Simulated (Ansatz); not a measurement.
# As (R-3m) in Ansatz: further runs

One crystal, As, is run at these levels: RPBE, PBEsol; tasks: single point.

All numbers are computed with Ansatz 0.2.0; they aren't measurements. Logs are shortened: lines on timing, memory, paths and dates and some standing lists are left out, and cuts for length are marked.

### 1 The crystal as given

Symmetry: R-3m, No. 166, trigonal system. Conventional cell: a = 3.762 Å, b = 3.762 Å, c = 10.542 Å, α = 90.00°, β = 90.00°, γ = 120.00°. As (site symmetry 3m) has 3 As at 2.51 Å as nearest neighbours.

### 2 Single point, RPBE

input.yaml

```yaml
crystal:
  lattice:
    - [1.8807968987, 1.0858785957, 3.5140619945]
    - [-1.8807968987, 1.0858785957, 3.5140619945]
    - [0.0, -2.1717571915, 3.5140619945]
  atoms:
    - { symbol: As, position: [0.226, 0.226, 0.226] }
    - { symbol: As, position: [0.774, 0.774, 0.774] }
kpoints:
  mp_grid: { grid: [9, 9, 9] }
scf:
  occupations: { method: gaussian, width: 0.05 }
hamiltonian:
  xc: rpbe
  pseudopotentials: { kind: all_electron, lapw: { basis_error: 0.001 } }
output:
  forces: true
  stress: true
  eigenvalues: true
```

Potentials or basis: all-electron LAPW, scalar-relativistic.

The run is started by

```
ansatz run input.yaml --threads 1 --pin off --max-ram 3072MiB --backend cpu --events-out ev --progress --plain --runs-dir out
```

The log of the run:

```text
Warning: RAYON_NUM_THREADS=1 ignored (pool sized by the plan → 1); use --threads N
LAPW: plane waves up to 8.730 Å⁻¹, error target 1.0e-3 eV per atom; small_component_spin mean_spin; As in spheres of 1.253 Å, 23 of its electrons in bands, Dirac shells [] (how accurate: hamiltonian.pseudopotentials.lapw.basis_error, Limitations)
Engine: ansatz 0.2.0, aarch64-unknown-linux-gnu
Pseudopotentials: kind: all_electron
Pseudopotential: As, LAPW, valence charge 23, lapw/all_electron/scalar/gaussian/As, Koelling and Harmon's equation, gaussian nucleus
Functional definition: RPBE
  parameter kappa = 0.804
  parameter beta = 0.06672455060314922
  exchange = rpbe_x(kappa = kappa, mu = beta*pi^2/3)
  correlation = pbe_c(beta = beta)
Crystal: 2 atoms, lattice volume = 43.061 Å³
Basis set: ecut = 290.36994232753256 eV, 477 PW (Γ), exchange–correlation at level 2
Bands: 28, of which v1, the nominal top of the filled ones, is band 23 counted from 1 (22 counted from 0)
Symmetry: 12 space group operations
Space group: R-3m (ITA 166), of the structure as read, at distance tolerance 3.5e-5 Å
k-points: 85 of 729
Non-local potential: As, projectors of the file, none
Initial density: superposition of atomic densities (chi_scale 0.1, normalization cell)
Initial wavefunctions: plane waves of lowest kinetic energy (no species holds an atomic orbital)
Functional: x = rpbe, c = pbe(β = 0.06672455060314922)
iter 1 solved again at ethr=2.79e-4 eV; its pass at ethr=1.00e-1 eV (dr2=1.28e-1 eV) is discarded
SCF iter   1: F=—  HF=-123059.497907 eV  |F-HF|=—  |Δ(HF+E_count)|=         —  Δρ=1.98e-2  dr2=1.29e-1  ethr=2.79e-4  ⟨swp⟩=3.0  Hψ=15377  notcnv=0
preconditioner: auto → none  [insulator: Δε(μ)=0.098 eV  Ē_g=11.302 eV  σ=0.050 eV  W_gap=0.83  n_scr=14 (ndim 8)  ℏωp=17.9 eV  f_vac=0.018  D(μ)=0.16/eV (n_scr^D=0)  ε∞_Penn≈3.5]
SCF iter   2: F=—  HF=-123059.497531 eV  |F-HF|=—  |Δ(HF+E_count)|=   3.75e-4  Δρ=9.71e-3  dr2=3.09e-2  ethr=2.79e-4  ⟨swp⟩=2.0  Hψ=6921  notcnv=0
iter 3 solved again at ethr=5.19e-7 eV; its pass at ethr=6.72e-5 eV (dr2=2.39e-4 eV) is discarded
SCF iter   3: F=—  HF=-123059.500445 eV  |F-HF|=—  |Δ(HF+E_count)|=   2.91e-3  Δρ=6.14e-4  dr2=2.39e-4  ethr=5.19e-7  ⟨swp⟩=2.0  Hψ=11993  notcnv=0
SCF iter   4: F=—  HF=-123059.500699 eV  |F-HF|=—  |Δ(HF+E_count)|=         —  Δρ=1.86e-4  dr2=1.16e-5  ethr=5.19e-7  ⟨swp⟩=3.0  Hψ=6933  notcnv=0
the basis was enlarged: its passes take 247.3 KiB over the memory plan, 1 of 1 planned eigensolver slots
SCF iter   5: F=—  HF=-123059.500648 eV  |F-HF|=—  |Δ(HF+E_count)|=   5.07e-5  Δρ=8.51e-5  dr2=3.17e-6  ethr=2.52e-8  ⟨swp⟩=3.0  Hψ=7174  notcnv=0
SCF iter   6: F=—  HF=-123059.500642 eV  |F-HF|=—  |Δ(HF+E_count)|=   5.84e-6  Δρ=2.49e-5  dr2=5.10e-7  ethr=6.88e-9  ⟨swp⟩=3.0  Hψ=7105  notcnv=0
SCF iter   7: F=—  HF=-123059.500642 eV  |F-HF|=—  |Δ(HF+E_count)|=   1.28e-7  Δρ=9.53e-6  dr2=2.90e-8  ethr=1.11e-9  ⟨swp⟩=3.0  Hψ=7078  notcnv=0
SCF iter   8: F=-123059.500642 eV  HF=-123059.500642 eV  |F-HF|=1.62e-9  |Δ(HF+E_count)|=   3.07e-8  Δρ=1.31e-6  dr2=6.08e-10  ethr=6.32e-11  ⟨swp⟩=3.0  Hψ=7174  notcnv=0
SCF 1 converged in 8 iterations: F = -123059.500642 eV  dr2 = 6.08e-10
SCF converged after 8 iterations
Free energy (F): -123059.500642 eV
Harris-Foulkes:  -123059.500642 eV  (|F-HF|=1.62e-9)
Internal energy: -123059.500389 eV  (E = F + TS)
E sigma→0 (E₀):  -123059.500516 eV
Entropy (-TS):   -0.000253 eV (-0.126 meV/atom)
Fermi energy:    11.540463 eV
--- Per-component energies (eV) ---
  E_band       = -2555.999434
  E_kinetic    = 125809.947030
  E_xc         = -4575.931584
  E_electrostatic = -244293.515835  (all electrons and nuclei)
  E_smearing   = -0.000253  (= −TS)
  E_closure    = 0.000000  (closes the sum)
  E_atoms      = -123050.940769  (free atoms, spherical and without spin; not in F)
  Σ components = -123059.500642   (vs F -123059.500642, Δ=0.00e0)
  Basis errors (estimates in eV, not in F): energy 4.5e-4 per atom: plane waves 4.1e-4 (2.4e-4 summed), levels above the bands 0.0e0, relativity 1.6e-8, radial functions 4.2e-5, core shells 4.7e-10; eigenvalues (radial functions only) 8.6e-7; not estimated: angular momenta, meshes, grids; target (lapw.basis_error) 1.0e-3; muffin-tin radii As 1.253 Å
--- Forces (eV/Å), atoms counted from 1 ---
  atom   1  As     0.00000000    -0.00000000     0.45826465
  atom   2  As    -0.00000000     0.00000000    -0.45826465
  max |Σ_I F_I| component: 0.00e0 eV/Å
--- Stress (GPa, compression-positive) ---
        5.620228      -0.000000      -0.000000
       -0.000000       5.620228       0.000000
       -0.000000       0.000000       5.190634
  P = ⅓ Tr σ = 5.4770 GPa (54.770 kbar)
--- Band table (eV; the first three rows and the last of 85) ---
  k-point 0: bands = ["-174.4985", "-174.4979", "-117.7887", "-117.7887", "-117.7861", "-117.7861", "-117.7570", "-117.7554", "-24.8233", "-24.8233", "-24.7788", "-24.7788", "-24.7447", "-24.7081", "-24.7081", "-24.6958", "-24.6619", "-24.6619", "-3.5422", "5.7565", "9.0261", "9.4570", "9.4570", "13.1283", "14.4178", "14.4178", "18.4291", "18.4291"]
  k-point 1: bands = ["-174.4984", "-174.4979", "-117.7887", "-117.7886", "-117.7861", "-117.7861", "-117.7570", "-117.7555", "-24.8221", "-24.8197", "-24.7775", "-24.7760", "-24.7439", "-24.7099", "-24.7084", "-24.6982", "-24.6649", "-24.6636", "-3.3766", "5.1785", "9.0225", "9.3307", "9.4501", "13.4078", "14.1362", "14.3049", "17.5047", "18.2443"]
  k-point 2: bands = ["-174.4984", "-174.4980", "-117.7888", "-117.7885", "-117.7863", "-117.7860", "-117.7568", "-117.7556", "-24.8188", "-24.8097", "-24.7739", "-24.7684", "-24.7414", "-24.7150", "-24.7102", "-24.7046", "-24.6727", "-24.6680", "-2.8852", "3.8171", "8.7563", "9.0523", "9.8890", "12.9331", "13.7182", "13.8621", "17.4670", "18.0690"]
  k-point 84: bands = ["-174.4984", "-174.4979", "-117.7887", "-117.7886", "-117.7862", "-117.7861", "-117.7569", "-117.7555", "-24.8121", "-24.8097", "-24.7735", "-24.7721", "-24.7404", "-24.7116", "-24.7101", "-24.7007", "-24.6770", "-24.6753", "-2.1429", "1.6578", "8.0876", "9.3108", "11.1696", "12.5997", "12.8279", "14.6181", "19.2325", "21.3233"]
```

It took 26 s on 1 thread of Arm Neoverse V1, shared host; peak memory 0.39 GiB.

Results:

- Free energy: -123059.5006 eV
- Pressure: 5.5 GPa
- Largest force: 0.458 eV/Å
- Band gap on the k mesh: none (metal or under the smearing width)

Forces on the atoms (eV/Å):
```
As   0.000  0.000  0.458
As   0.000  0.000 -0.458
```

### 3 Single point, PBEsol

input.yaml, as its differences from that of step 2:

```diff
@@ -11,5 +11,5 @@
 scf:
-  occupations: { method: gaussian, width: 0.05 }
+  occupations: { method: gaussian, width: 0.02 }
 hamiltonian:
-  xc: rpbe
+  xc: pbesol
   pseudopotentials: { kind: all_electron, lapw: { basis_error: 0.001 } }
```

Potentials or basis: all-electron LAPW, scalar-relativistic.

The run is started by

```
ansatz run input.yaml --threads 1 --pin off --max-ram 3072MiB --backend cpu --events-out ev --progress --plain --runs-dir out
```

The log of the run:

```text
Warning: RAYON_NUM_THREADS=1 ignored (pool sized by the plan → 1); use --threads N
LAPW: plane waves up to 8.737 Å⁻¹, error target 1.0e-3 eV per atom; small_component_spin mean_spin; As in spheres of 1.253 Å, 23 of its electrons in bands, Dirac shells [] (how accurate: hamiltonian.pseudopotentials.lapw.basis_error, Limitations)
Engine: ansatz 0.2.0, aarch64-unknown-linux-gnu
Pseudopotentials: kind: all_electron
Pseudopotential: As, LAPW, valence charge 23, lapw/all_electron/scalar/gaussian/As, Koelling and Harmon's equation, gaussian nucleus
Functional definition: PBEsol
  exchange = pbesol_x
  correlation = pbesol_c
Crystal: 2 atoms, lattice volume = 43.061 Å³
Basis set: ecut = 290.8050569557549 eV, 477 PW (Γ), exchange–correlation at level 2
Bands: 28, of which v1, the nominal top of the filled ones, is band 23 counted from 1 (22 counted from 0)
Symmetry: 12 space group operations
Space group: R-3m (ITA 166), of the structure as read, at distance tolerance 3.5e-5 Å
k-points: 85 of 729
Non-local potential: As, projectors of the file, none
Initial density: superposition of atomic densities (chi_scale 0.1, normalization cell)
Initial wavefunctions: plane waves of lowest kinetic energy (no species holds an atomic orbital)
Functional: x = pbesol(κ = 0.804, μ = 0.12345679012345678), c = pbesol(β = 0.046)
iter 1 solved again at ethr=2.52e-4 eV; its pass at ethr=1.00e-1 eV (dr2=1.16e-1 eV) is discarded
SCF iter   1: F=—  HF=-122961.678904 eV  |F-HF|=—  |Δ(HF+E_count)|=         —  Δρ=1.94e-2  dr2=1.17e-1  ethr=2.52e-4  ⟨swp⟩=3.0  Hψ=15421  notcnv=0
preconditioner: auto → none  [insulator: Δε(μ)=0.093 eV  Ē_g=11.278 eV  σ=0.020 eV  W_gap=1.00  n_scr=14 (ndim 8)  ℏωp=17.9 eV  f_vac=0.018  D(μ)=0.00/eV (n_scr^D=0)  ε∞_Penn≈3.5]
SCF iter   2: F=—  HF=-122961.655678 eV  |F-HF|=—  |Δ(HF+E_count)|=   2.32e-2  Δρ=9.05e-3  dr2=2.54e-2  ethr=2.52e-4  ⟨swp⟩=2.0  Hψ=7186  notcnv=0
iter 3 solved again at ethr=4.73e-7 eV; its pass at ethr=5.52e-5 eV (dr2=2.18e-4 eV) is discarded
SCF iter   3: F=—  HF=-122961.651433 eV  |F-HF|=—  |Δ(HF+E_count)|=   4.24e-3  Δρ=6.11e-4  dr2=2.19e-4  ethr=4.73e-7  ⟨swp⟩=2.0  Hψ=12022  notcnv=0
SCF iter   4: F=—  HF=-122961.651335 eV  |F-HF|=—  |Δ(HF+E_count)|=         —  Δρ=1.52e-4  dr2=5.93e-6  ethr=4.73e-7  ⟨swp⟩=2.7  Hψ=6861  notcnv=0
the basis was enlarged: its passes take 108.7 KiB over the memory plan, 1 of 1 planned eigensolver slots
SCF iter   5: F=—  HF=-122961.651272 eV  |F-HF|=—  |Δ(HF+E_count)|=   6.31e-5  Δρ=7.39e-5  dr2=2.47e-6  ethr=1.29e-8  ⟨swp⟩=3.0  Hψ=7117  notcnv=0
SCF iter   6: F=—  HF=-122961.651264 eV  |F-HF|=—  |Δ(HF+E_count)|=   7.76e-6  Δρ=1.89e-5  dr2=3.24e-7  ethr=5.36e-9  ⟨swp⟩=3.0  Hψ=7026  notcnv=0
SCF iter   7: F=—  HF=-122961.651264 eV  |F-HF|=—  |Δ(HF+E_count)|=   1.82e-7  Δρ=5.28e-6  dr2=7.72e-9  ethr=7.05e-10  ⟨swp⟩=3.0  Hψ=6901  notcnv=0
SCF iter   8: F=-122961.651264 eV  HF=-122961.651264 eV  |F-HF|=2.76e-10  |Δ(HF+E_count)|=   6.45e-8  Δρ=5.21e-7  dr2=6.42e-11  ethr=1.68e-11  ⟨swp⟩=3.0  Hψ=6977  notcnv=0
SCF 1 converged in 8 iterations: F = -122961.651264 eV  dr2 = 6.42e-11
SCF converged after 8 iterations
Free energy (F): -122961.651264 eV
Harris-Foulkes:  -122961.651264 eV  (|F-HF|=2.76e-10)
Internal energy: -122961.651254 eV  (E = F + TS)
E sigma→0 (E₀):  -122961.651259 eV
Entropy (-TS):   -0.000009 eV (-0.005 meV/atom)
Fermi energy:    11.244397 eV
--- Per-component energies (eV) ---
  E_band       = -2560.564484
  E_kinetic    = 125693.211947
  E_xc         = -4475.842646
  E_electrostatic = -244179.020555  (all electrons and nuclei)
  E_smearing   = -0.000009  (= −TS)
  E_closure    = 0.000000  (closes the sum)
  E_atoms      = -122951.449291  (free atoms, spherical and without spin; not in F)
  Σ components = -122961.651264   (vs F -122961.651264, Δ=0.00e0)
  Basis errors (estimates in eV, not in F): energy 4.3e-4 per atom: plane waves 3.8e-4 (2.2e-4 summed), levels above the bands 0.0e0, relativity 8.2e-9, radial functions 4.2e-5, core shells 5.9e-10; eigenvalues (radial functions only) 8.3e-7; not estimated: angular momenta, meshes, grids; target (lapw.basis_error) 1.0e-3; muffin-tin radii As 1.253 Å
--- Forces (eV/Å), atoms counted from 1 ---
  atom   1  As     0.00000000    -0.00000000     0.36996562
  atom   2  As    -0.00000000     0.00000000    -0.36996562
  max |Σ_I F_I| component: 9.25e-18 eV/Å
--- Stress (GPa, compression-positive) ---
        0.483031      -0.000000      -0.000000
       -0.000000       0.483031       0.000000
       -0.000000       0.000000      -0.037859
  P = ⅓ Tr σ = 0.3094 GPa (3.094 kbar)
--- Band table (eV; the first three rows and the last of 85) ---
  k-point 0: bands = ["-174.1471", "-174.1465", "-117.7185", "-117.7185", "-117.7158", "-117.7158", "-117.6897", "-117.6880", "-25.0376", "-25.0376", "-24.9912", "-24.9912", "-24.9594", "-24.9207", "-24.9207", "-24.9102", "-24.8758", "-24.8758", "-3.8037", "5.4607", "8.7863", "9.2459", "9.2459", "12.8554", "14.1657", "14.1657", "18.1391", "18.1391"]
  k-point 1: bands = ["-174.1471", "-174.1466", "-117.7185", "-117.7184", "-117.7159", "-117.7158", "-117.6896", "-117.6881", "-25.0363", "-25.0340", "-24.9899", "-24.9885", "-24.9585", "-24.9225", "-24.9211", "-24.9126", "-24.8788", "-24.8774", "-3.6380", "4.8929", "8.7892", "9.1187", "9.2185", "13.1353", "13.8652", "14.0513", "17.1721", "17.9162"]
  k-point 2: bands = ["-174.1470", "-174.1466", "-117.7185", "-117.7183", "-117.7161", "-117.7157", "-117.6895", "-117.6882", "-25.0329", "-25.0237", "-24.9866", "-24.9810", "-24.9556", "-24.9277", "-24.9237", "-24.9183", "-24.8868", "-24.8818", "-3.1461", "3.5454", "8.5216", "8.8389", "9.6394", "12.6436", "13.4289", "13.6030", "17.1064", "17.7476"]
  k-point 84: bands = ["-174.1471", "-174.1466", "-117.7185", "-117.7184", "-117.7159", "-117.7158", "-117.6895", "-117.6881", "-25.0262", "-25.0238", "-24.9859", "-24.9845", "-24.9549", "-24.9243", "-24.9229", "-24.9151", "-24.8910", "-24.8892", "-2.3965", "1.3795", "7.8344", "9.0926", "10.8846", "12.3132", "12.5796", "14.3727", "18.8444", "21.0693"]
```

It took 25 s on 1 thread of Arm Neoverse V1, shared host; peak memory 0.39 GiB.

What came out:

```yaml
Free_energy: -122961.6513 eV
Pressure: 0.3 GPa
Largest_force: 0.370 eV/Å
```

Forces on the atoms (eV/Å):
```
As   0.000  0.000  0.370
As   0.000  0.000 -0.370
```

Stress tensor (GPa, compression positive):
```
 0.48  0.00  0.00
 0.00  0.48  0.00
 0.00  0.00 -0.04
```
